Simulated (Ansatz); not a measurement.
The system is I.

```
I
1.0
     0.00000    2.36560    3.90984
     2.19225    0.00000    3.90984
     2.19225    2.36560    0.00000
I
1
Direct
  0.00000 0.00000 0.00000
```

Base run:

* Program: Ansatz 0.2.0
* Functional: RPBE
* Potentials or basis: Ansatz PAW
* Cutoff: 420 eV (not typed: the program's choice for these potentials)
* k mesh: 9 × 9 × 9
* Occupations: fermi-dirac, width 0.05 eV
* Spin: no spin polarisation

Its results: band gap on the k mesh none (metal or under the smearing width); pressure 1.8 GPa.

**Question.** After a change of settings the same cell gave: band gap on the k mesh none (metal or under the smearing width); pressure -2.3 GPa. Which change was it?
A. functional from RPBE to LDA
B. functional from RPBE to r2SCAN; cutoff from 420 eV (not typed: the program's choice for these potentials) to 500 eV (not typed: the program's choice for these potentials)
C. functional from RPBE to PBE; occupations from fermi-dirac, width 0.05 eV to gaussian, width 0.026 eV
D. functional from RPBE to HSE06; k mesh from 9 × 9 × 9 to 5 × 5 × 5

**Answer.** A.

LDA binds more tightly than RPBE, so the same cell stands under less pressure.

Caveats: spin-orbit coupling is left out, which moves the levels of the heavy elements; an odd number of electrons without spin polarisation forces a metal; a magnetic or distorted state may lie lower; the PAW data sets come from PBE, with cores solved anew for the run's functional, which leaves a small shift of forces and pressure.
